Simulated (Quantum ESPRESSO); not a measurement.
# Ge (Fd-3m) in Quantum ESPRESSO: settings compared, part 2 of 3

Quantum ESPRESSO 7.5. The steps go on from the part before.

### 3 Phonons, LDA

pw.in reads:

```
&CONTROL
  calculation = 'scf'
  prefix = 'pwscf'
  outdir = './tmp'
  pseudo_dir = './pseudo'
  tprnfor = .true.
  tstress = .true.
  disk_io = 'low'
/
&SYSTEM
  ibrav = 0
  nat = 2
  ntyp = 1
  ecutwfc = 78
  nbnd = 21
  occupations = 'smearing'
  smearing = 'mp'
  degauss = 0.01999163
/
&ELECTRONS
  conv_thr = 4d-10
  electron_maxstep = 120
  mixing_beta = 0.5
/
ATOMIC_SPECIES
Ge    72.6300 Ge.upf
CELL_PARAMETERS angstrom
   0.0000000000    2.8289100000    2.8289100000
   2.8289100000    0.0000000000    2.8289100000
   2.8289100000    2.8289100000    0.0000000000
ATOMIC_POSITIONS angstrom
Ge     4.2433650000    4.2433650000    4.2433650000
Ge     2.8289100000    2.8289100000    2.8289100000
K_POINTS automatic
8 8 8 0 0 0
```

relax.in reads:

```
&CONTROL
  calculation = 'vc-relax'
  prefix = 'pwscf'
  outdir = './tmp'
  pseudo_dir = './pseudo'
  tprnfor = .true.
  tstress = .true.
  disk_io = 'low'
  nstep = 40
  forc_conv_thr = 0.0001
  etot_conv_thr = 1d-06
/
&SYSTEM
  ibrav = 0
  nat = 2
  ntyp = 1
  ecutwfc = 78
  nbnd = 21
  occupations = 'smearing'
  smearing = 'mp'
  degauss = 0.01999163
/
&ELECTRONS
  conv_thr = 4d-10
  electron_maxstep = 120
  mixing_beta = 0.5
/
&IONS
  ion_dynamics = 'bfgs'
/
&CELL
  cell_dynamics = 'bfgs'
  press = 0
  press_conv_thr = 0.2
/
ATOMIC_SPECIES
Ge    72.6300 Ge.upf
CELL_PARAMETERS angstrom
   0.0000000000    2.8289100000    2.8289100000
   2.8289100000    0.0000000000    2.8289100000
   2.8289100000    2.8289100000    0.0000000000
ATOMIC_POSITIONS angstrom
Ge     4.2433650000    4.2433650000    4.2433650000
Ge     2.8289100000    2.8289100000    2.8289100000
K_POINTS automatic
8 8 8 0 0 0
```

scf2.in reads:

```
&CONTROL
  calculation = 'scf'
  prefix = 'pwscf'
  outdir = './tmp'
  pseudo_dir = './pseudo'
  tprnfor = .true.
  tstress = .true.
  disk_io = 'low'
/
&SYSTEM
  ibrav = 0
  nat = 2
  ntyp = 1
  ecutwfc = 78
  nbnd = 21
  occupations = 'smearing'
  smearing = 'mp'
  degauss = 0.01999163
/
&ELECTRONS
  conv_thr = 1d-13
  electron_maxstep = 120
  mixing_beta = 0.5
  startingpot = 'file'
  startingwfc = 'file'
/
ATOMIC_SPECIES
Ge    72.6300 Ge.upf
CELL_PARAMETERS angstrom
   0.0000000000    2.8093420871    2.8093420871
   2.8093420871    0.0000000000    2.8093420871
   2.8093420871    2.8093420871    0.0000000000
ATOMIC_POSITIONS angstrom
Ge     4.2140131307    4.2140131307    4.2140131307
Ge     2.8093420871    2.8093420871    2.8093420871
K_POINTS automatic
8 8 8 0 0 0
```

ph.in reads:

```
phonons of Ge
&INPUTPH
  prefix = 'pwscf'
  outdir = './tmp'
  tr2_ph = 1d-16
  fildyn = 'dyn'
  niter_ph = 60
  alpha_mix(1) = 0.4
/
0.0000000000 0.0000000000 0.0000000000
```

dynmat.in reads:

```
&INPUT
  fildyn = 'dyn'
  asr = 'crystal'
  filout = 'dynmat.eig'
/
```

Potentials or basis: PseudoDojo 0.4.1 SR LDA standard.

Started as:

```bash
$ OMP_NUM_THREADS=1 pw.x -in pw.in > pw.out
$ OMP_NUM_THREADS=1 pw.x -in relax.in > relax.out
$ OMP_NUM_THREADS=1 pw.x -in scf2.in > scf2.out
$ OMP_NUM_THREADS=1 ph.x -in ph.in > ph.out
$ OMP_NUM_THREADS=1 dynmat.x -in dynmat.in > dynmat.out
```

pw.out:

```text
This program is part of the open-source Quantum ESPRESSO suite
     for quantum simulation of materials; please cite
[... 9 lines left out ...]
     --------------------
     sticks:   dense  smooth     PW     G-vecs:    dense   smooth      PW
     Sum        1237    1237    361                28475    28475    4573

     Using Slab Decomposition

     bravais-lattice index     =            0
     lattice parameter (alat)  =       7.5602  a.u.
     unit-cell volume          =     305.5512 (a.u.)^3
     number of atoms/cell      =            2
     number of atomic types    =            1
     number of electrons       =        28.00
     number of Kohn-Sham states=           21
     kinetic-energy cutoff     =      78.0000  Ry
     charge density cutoff     =     312.0000  Ry
     scf convergence threshold =      4.0E-10
     mixing beta               =       0.5000
     number of iterations used =            8  plain     mixing
     Exchange-correlation= SLA  PW   NOGX NOGC
                           (   1   4   0   0   0   0   0)

     celldm(1)=   7.560195  celldm(2)=   0.000000  celldm(3)=   0.000000
     celldm(4)=   0.000000  celldm(5)=   0.000000  celldm(6)=   0.000000

     crystal axes: (cart. coord. in units of alat)
               a(1) = (   0.000000   0.707107   0.707107 )
               a(2) = (   0.707107   0.000000   0.707107 )
               a(3) = (   0.707107   0.707107   0.000000 )

     reciprocal axes: (cart. coord. in units 2 pi/alat)
               b(1) = ( -0.707107  0.707107  0.707107 )
               b(2) = (  0.707107 -0.707107  0.707107 )
               b(3) = (  0.707107  0.707107 -0.707107 )

     PseudoPot. # 1 for Ge read from file:
     Ge.upf
     Pseudo is Norm-conserving + core correction, Zval = 14.0
     Generated using ONCVPSP code by D. R. Hamann
     Using radial grid of 1524 points,  6 beta functions with:
                l(1) =   0
                l(2) =   0
                l(3) =   1
                l(4) =   1
                l(5) =   2
                l(6) =   2

     atomic species   valence    mass     pseudopotential
     Ge               14.00    72.63000     Ge( 1.00)

     48 Sym. Ops., with inversion, found (24 have fractional translation)

   Cartesian axes

     site n.     atom                  positions (alat units)
         1        Ge     tau(   1) = (   1.0606602   1.0606602   1.0606602  )
         2        Ge     tau(   2) = (   0.7071068   0.7071068   0.7071068  )

     number of k points=    29  Methfessel-Paxton smearing, width (Ry)=  0.0200
                       cart. coord. in units 2pi/alat
        k(    1) = (   0.0000000   0.0000000   0.0000000), wk =   0.0039062
        k(    2) = (   0.0883883   0.0883883  -0.0883883), wk =   0.0312500
        k(    3) = (   0.1767767   0.1767767  -0.1767767), wk =   0.0312500
        k(    4) = (   0.2651650   0.2651650  -0.2651650), wk =   0.0312500
        k(    5) = (  -0.3535534  -0.3535534   0.3535534), wk =   0.0156250
        k(    6) = (   0.1767767   0.0000000   0.0000000), wk =   0.0234375
[... 21 lines left out ...]
        k(   28) = (  -0.7071068   0.1767767  -0.0000000), wk =   0.0468750
        k(   29) = (  -0.7071068   0.3535534   0.0000000), wk =   0.0234375

     Dense  grid:    28475 G-vectors     FFT dimensions: (  48,  48,  48)

     Initial potential from superposition of free atoms

     starting charge      27.9987, renormalised to      28.0000
     Starting wfcs are   18 randomized atomic wfcs +    3 random wfcs

     Self-consistent Calculation

     iteration #  1     ecut=    78.00 Ry     beta= 0.50
     Davidson diagonalization with overlap
     ethr =  1.00E-02,  avg # of iterations =  5.1

     Threshold (ethr) on eigenvalues was too large:
     Diagonalizing with lowered threshold

     Davidson diagonalization with overlap
     ethr =  1.22E-04,  avg # of iterations =  3.4

     total energy              =    -356.94026418 Ry
     estimated scf accuracy    <       0.03508491 Ry
[... 43 lines left out ...]
     iteration #  8     ecut=    78.00 Ry     beta= 0.50
     Davidson diagonalization with overlap
     ethr =  1.06E-11,  avg # of iterations =  2.0

     End of self-consistent calculation

          k = 0.0000 0.0000 0.0000 (  3527 PWs)   bands (ev):

   -15.7123 -15.7123 -15.7123 -15.6756 -15.6756 -15.4651 -15.4651 -15.4651
   -15.4523 -15.4523  -3.5824   9.0444   9.2342   9.2342   9.2342  11.7697
    11.7697  11.7697  15.4471  18.7516  18.7517
[... 111 lines left out ...]
   -15.7631 -15.7472 -15.6578 -15.5991 -15.5730 -15.5597 -15.5542 -15.5051
   -15.4102 -15.3959  -0.1775   0.8826   4.8894   6.6054  10.3111  13.2493
    16.3379  16.5645  17.3181  19.0452  22.6363

          k =-0.7071 0.0000 0.0000 (  3540 PWs)   bands (ev):

   -15.7462 -15.7462 -15.6601 -15.6601 -15.5612 -15.5612 -15.5041 -15.5041
   -15.4108 -15.4108   0.2927   0.2927   6.1652   6.1652   9.9023   9.9023
    18.6399  18.6399  20.6620  20.6620  22.0265

          k = 0.3536 0.1768 0.0000 (  3553 PWs)   bands (ev):
[... 31 lines left out ...]
   -15.7616 -15.7512 -15.6513 -15.6015 -15.5752 -15.5719 -15.5384 -15.5101
   -15.4073 -15.3982  -0.7299   1.5066   4.9334   6.5076  11.8282  13.6975
    14.1394  15.9331  17.3954  18.8883  22.4505

          k =-0.7071 0.1768-0.0000 (  3542 PWs)   bands (ev):

   -15.7538 -15.7538 -15.6411 -15.6411 -15.5630 -15.5630 -15.5204 -15.5204
   -15.4042 -15.4042   0.3397   0.3397   5.6902   5.6902  11.1017  11.1017
    16.7566  16.7566  20.1904  20.1904  22.0895

          k =-0.7071 0.3536 0.0000 (  3552 PWs)   bands (ev):

   -15.7599 -15.7599 -15.6179 -15.6179 -15.5690 -15.5690 -15.5370 -15.5370
   -15.3987 -15.3987   0.3893   0.3893   5.3219   5.3219  13.4799  13.4799
    13.8892  13.8892  20.1601  20.1601  22.1677

     the Fermi energy is     9.1651 ev

!    total energy              =    -356.93955734 Ry
     estimated scf accuracy    <          1.3E-10 Ry
     smearing contrib. (-TS)   =       0.00010234 Ry
     internal energy E=F+TS    =    -356.93965969 Ry

     The total energy is F=E-TS. E is the sum of the following terms:
     one-electron contribution =    -184.28858592 Ry
     hartree contribution      =     110.70772292 Ry
     xc contribution           =     -85.85803849 Ry
     ewald contribution        =    -197.50075820 Ry

     convergence has been achieved in   8 iterations

     Forces acting on atoms (cartesian axes, Ry/au):

     atom    1 type  1   force =    -0.00000000    0.00000000   -0.00000000
     atom    2 type  1   force =     0.00000000   -0.00000000    0.00000000

     Total force =     0.000000     Total SCF correction =     0.000000

     Computing stress (Cartesian axis) and pressure

          total   stress  (Ry/bohr**3)                   (kbar)     P=      -14.05
  -0.00009549  -0.00000000  -0.00000000          -14.05       -0.00       -0.00
  -0.00000000  -0.00009549  -0.00000000           -0.00      -14.05       -0.00
  -0.00000000  -0.00000000  -0.00009549           -0.00       -0.00      -14.05

=------------------------------------------------------------------------------=
   JOB DONE.
=------------------------------------------------------------------------------=
```

It took 9 min on 1 thread of Intel Xeon 6975P-C (Granite Rapids), shared host; peak memory 0.1 GiB.

Results:

| Item | Value |
| --- | --- |
| Free energy | -4856.4141 eV |
| Relaxed volume | 22.17 Å³/atom |
| Relaxed cell | a = 3.973 Å, b = 3.973 Å, c = 3.973 Å, α = 60.00°, β = 60.00°, γ = 60.00° |
| Space group after relaxing (to 0.05 Å) | Fd-3m (No. 227) |
| Pressure after relaxing | 0.0 GPa |
| Band gap on the k mesh | none (metal or under the smearing width) |
| Highest phonon frequency at Γ | 288 cm⁻¹ |

The path:
```tsv
step	energy change (eV)	largest force (eV/Å)	pressure (GPa)	volume (Å³)
1	0.0000	0.0000	-1.40	45.28
2	-0.0024	0.0000	-0.94	44.95
3	-0.0041	0.0000	-0.20	44.47
4	-0.0042	0.0000	0.01	44.34
5	-0.0042	0.0000	0.00	44.34
```

Final structure:
```xyz
2
Lattice="0.0000 2.8093 2.8093 2.8093 0.0000 2.8093 2.8093 2.8093 0.0000" Properties=species:S:1:pos:R:3 pbc="T T T"
Ge    4.2140    4.2140    4.2140
Ge    2.8093    2.8093    2.8093
```

Phonon frequencies in cm⁻¹ (negative: imaginary):
| q point | frequencies |
| --- | --- |
| (0.000, 0.000, 0.000) | 5 5 5 288 288 288 |

Optical modes at Γ, degenerate ones joined:
```
cm⁻¹  components  symmetry  active in
 288           3       T2g      Raman
```

Caveat: this crystal is a semiconductor, whose small gap the functional closes, so the metal is an error of the method.

### 4 Wannier functions, vdW-DF-cx

pw.in reads:

```
&CONTROL
  calculation = 'scf'
  prefix = 'pwscf'
  outdir = './tmp'
  pseudo_dir = './pseudo'
  tprnfor = .true.
  tstress = .true.
  disk_io = 'low'
/
&SYSTEM
  ibrav = 0
  nat = 2
  ntyp = 1
  ecutwfc = 78
  nbnd = 21
  input_dft = 'vdw-df-cx'
  occupations = 'smearing'
  smearing = 'fd'
  degauss = 0.00367493
/
&ELECTRONS
  conv_thr = 4d-10
  electron_maxstep = 120
  mixing_beta = 0.5
/
ATOMIC_SPECIES
Ge    72.6300 Ge.upf
CELL_PARAMETERS bohr
   0.0000000000    5.3458651312    5.3458651312
   5.3458651312    0.0000000000    5.3458651312
   5.3458651312    5.3458651312    0.0000000000
ATOMIC_POSITIONS bohr
Ge     8.0187976968    8.0187976968    8.0187976968
Ge     5.3458651312    5.3458651312    5.3458651312
K_POINTS automatic
6 6 6 0 0 0
```

Changes to nscf.in since step 2:

```diff
@@ -11,5 +11,5 @@
   ntyp = 1
-  ecutwfc = 36
-  ecutrho = 216
+  ecutwfc = 78
   nbnd = 26
+  input_dft = 'vdw-df-cx'
   occupations = 'smearing'
@@ -23,3 +23,3 @@
   electron_maxstep = 120
-  mixing_beta = 0.2
+  mixing_beta = 0.5
   diago_full_acc = .true.
@@ -27,3 +27,3 @@
 ATOMIC_SPECIES
-Ge    72.6300 Ge.GGA_PBE-JTH.UPF
+Ge    72.6300 Ge.upf
 CELL_PARAMETERS bohr
```

pw2wan.in reads:

```
&INPUTPP
  prefix = 'pwscf'
  outdir = './tmp'
  seedname = 'w'
  write_mmn = .true.
  write_amn = .true.
  scdm_proj = .true.
  scdm_entanglement = 'erfc'
  scdm_mu = 13.45
  scdm_sigma = 2
/
```

Changes to bands.in since step 2:

```diff
@@ -11,5 +11,5 @@
   ntyp = 1
-  ecutwfc = 36
-  ecutrho = 216
+  ecutwfc = 78
   nbnd = 26
+  input_dft = 'vdw-df-cx'
   occupations = 'smearing'
@@ -21,3 +21,3 @@
   electron_maxstep = 120
-  mixing_beta = 0.2
+  mixing_beta = 0.5
   diago_full_acc = .true.
@@ -25,3 +25,3 @@
 ATOMIC_SPECIES
-Ge    72.6300 Ge.GGA_PBE-JTH.UPF
+Ge    72.6300 Ge.upf
 CELL_PARAMETERS bohr
```

Changes to w.win since step 2:

```diff
@@ -4,3 +4,3 @@
 dis_num_iter = 0
-num_iter = 400
+num_iter = 0
 conv_tol = 1.0d-9
@@ -8,3 +8,3 @@
 num_print_cycles = 40
-fermi_energy = 10.6308
+fermi_energy = 9.4467
 bands_plot = true
```

Potentials or basis: PseudoDojo 0.5 SR PBE standard.

Started as:

```bash
$ OMP_NUM_THREADS=1 pw.x -in pw.in > pw.out
$ OMP_NUM_THREADS=1 pw.x -in nscf.in > nscf.out
$ wannier90.x -pp w
$ OMP_NUM_THREADS=1 pw2wannier90.x -in pw2wan.in > pw2wan.out
$ wannier90.x w
$ OMP_NUM_THREADS=1 pw.x -in bands.in > bands.out
```

pw.out:

```text
This program is part of the open-source Quantum ESPRESSO suite
     for quantum simulation of materials; please cite
         "P. Giannozzi et al., J. Phys.:Condens. Matter 21 395502 (2009);
         "P. Giannozzi et al., J. Phys.:Condens. Matter 29 465901 (2017);
         "P. Giannozzi et al., J. Chem. Phys. 152 154105 (2020);
     in publications or presentations arising from this work. More details at

     IMPORTANT: XC functional enforced from input :
     Exchange-correlation= VDW-DF-CX
                           (   1   4  27   0   1   0   0)
     Any further DFT definition will be discarded
     Please, verify this is what you really want

     Message from routine setup:
     using ibrav=0 with symmetry is DISCOURAGED, use correct ibrav instead

     G-vector sticks info
     --------------------
     sticks:   dense  smooth     PW     G-vecs:    dense   smooth      PW
     Sum        1237    1237    361                28475    28475    4573

     Using Slab Decomposition

     bravais-lattice index     =            0
     lattice parameter (alat)  =       7.5602  a.u.
     unit-cell volume          =     305.5512 (a.u.)^3
[... 276 lines left out ...]

   -15.3123 -15.3123 -15.1843 -15.1843 -15.1176 -15.1176 -15.0805 -15.0805
   -14.9504 -14.9504   0.5825   0.5825   5.6942   5.6942  12.1099  12.1099
    15.9796  15.9796  20.4331  20.4331  22.3726

     the Fermi energy is     9.4467 ev

!    total energy              =    -356.58864675 Ry
     estimated scf accuracy    <          3.4E-11 Ry
     smearing contrib. (-TS)   =      -0.00012943 Ry
     internal energy E=F+TS    =    -356.58851732 Ry

     The total energy is F=E-TS. E is the sum of the following terms:
     one-electron contribution =    -182.96467855 Ry
     hartree contribution      =     110.40076957 Ry
     xc contribution           =     -86.52385014 Ry
     ewald contribution        =    -197.50075820 Ry

     convergence has been achieved in  10 iterations

     Forces acting on atoms (cartesian axes, Ry/au):

     atom    1 type  1   force =     0.00000000    0.00000000   -0.00000000
     atom    2 type  1   force =    -0.00000000   -0.00000000    0.00000000

     Total force =     0.000000     Total SCF correction =     0.000000

     Computing stress (Cartesian axis) and pressure

          total   stress  (Ry/bohr**3)                   (kbar)     P=        9.25
   0.00006287  -0.00000000   0.00000000            9.25       -0.00        0.00
  -0.00000000   0.00006287   0.00000000           -0.00        9.25        0.00
   0.00000000   0.00000000   0.00006287            0.00        0.00        9.25

=------------------------------------------------------------------------------=
   JOB DONE.
=------------------------------------------------------------------------------=
```

nscf.out:

```text
This program is part of the open-source Quantum ESPRESSO suite
     for quantum simulation of materials; please cite
         "P. Giannozzi et al., J. Phys.:Condens. Matter 21 395502 (2009);
         "P. Giannozzi et al., J. Phys.:Condens. Matter 29 465901 (2017);
         "P. Giannozzi et al., J. Chem. Phys. 152 154105 (2020);
     in publications or presentations arising from this work. More details at

[... 112 lines left out ...]

     Number of k-points >= 100: set verbosity='high' to print the bands.

     the Fermi energy is     9.4586 ev
     (compare with:     9.4467 eV, computed in scf)

=------------------------------------------------------------------------------=
   JOB DONE.
=------------------------------------------------------------------------------=
```

Wall time 6.5 min (1 thread of Intel Xeon 6975P-C (Granite Rapids), shared host); peak memory 0.22 GiB.

What came out:

```
Free energy                   : -4851.6357 eV
Pressure                      : 0.9 GPa
Band gap on the k mesh        : none (metal or under the smearing width)
Total Wannier spread          : 26.21 Å² over 8 functions
RMS miss of the Wannier bands : 0.100 eV
```

Levels at the corners of the path, in eV from the Fermi level:
```csv
point,band 10,band 11,band 12,band 13,band 14,band 15,band 16,band 17,band 18,band 19
Γ,-24.45,-12.82,-0.09,-0.02,-0.02,-0.02,2.52,2.52,2.52,6.38
X,-24.41,-8.94,-8.94,-3.10,-3.10,0.71,0.71,9.44,9.44,11.55
W,-24.39,-8.84,-8.84,-3.93,-3.93,4.27,4.27,4.70,4.70,10.98
K,-24.39,-9.41,-8.35,-4.36,-2.65,1.12,4.05,7.15,7.34,8.15
Γ,-24.45,-12.82,-0.09,-0.02,-0.02,-0.02,2.52,2.52,2.52,6.38
L,-24.42,-10.73,-7.64,-1.43,-1.43,0.11,3.72,3.72,7.10,10.53
U,-24.39,-9.41,-8.35,-4.36,-2.65,1.12,4.05,7.15,7.34,8.15
W,-24.39,-8.84,-8.84,-3.93,-3.93,4.27,4.27,4.70,4.70,10.98
L,-24.42,-10.73,-7.64,-1.43,-1.43,0.11,3.72,3.72,7.10,10.53
K,-24.39,-9.41,-8.35,-4.36,-2.65,1.12,4.05,7.15,7.34,8.15
U,-24.39,-9.41,-8.35,-4.36,-2.65,1.12,4.05,7.15,7.34,8.15
X,-24.41,-8.94,-8.94,-3.10,-3.10,0.71,0.71,9.44,9.44,11.55
```

Wannier functions:
| function | nearest atom | distance (Å) | spread (Å²) | on-site energy from the reference level (eV) |
| --- | --- | --- | --- | --- |
| 1 | 2 Ge | 0.47 | 3.05 | -1.53 |
| 2 | 2 Ge | 0.46 | 3.11 | -1.40 |
| 3 | 2 Ge | 0.45 | 3.03 | -1.59 |
| 4 | 2 Ge | 0.55 | 2.66 | -2.44 |
| 5 | 1 Ge | 0.75 | 3.19 | -0.22 |
| 6 | 1 Ge | 0.75 | 3.22 | -0.17 |
| 7 | 1 Ge | 0.66 | 3.81 | 0.25 |
| 8 | 1 Ge | 0.61 | 4.14 | 1.23 |

Parts of the spread (Å²): invariant 15.79, diagonal 0.880, off-diagonal 9.54, total 26.21. Against the direct bands the interpolation misses by 100 meV (root mean square) and 319 meV at most, for states up to 1 eV over the reference level.

Caveat: the k mesh is coarse; the potentials were made for another functional, which shifts forces and pressure; this crystal is a semiconductor, whose small gap the functional closes, so the metal is an error of the method.

(Part 2 of 3 ends here.)
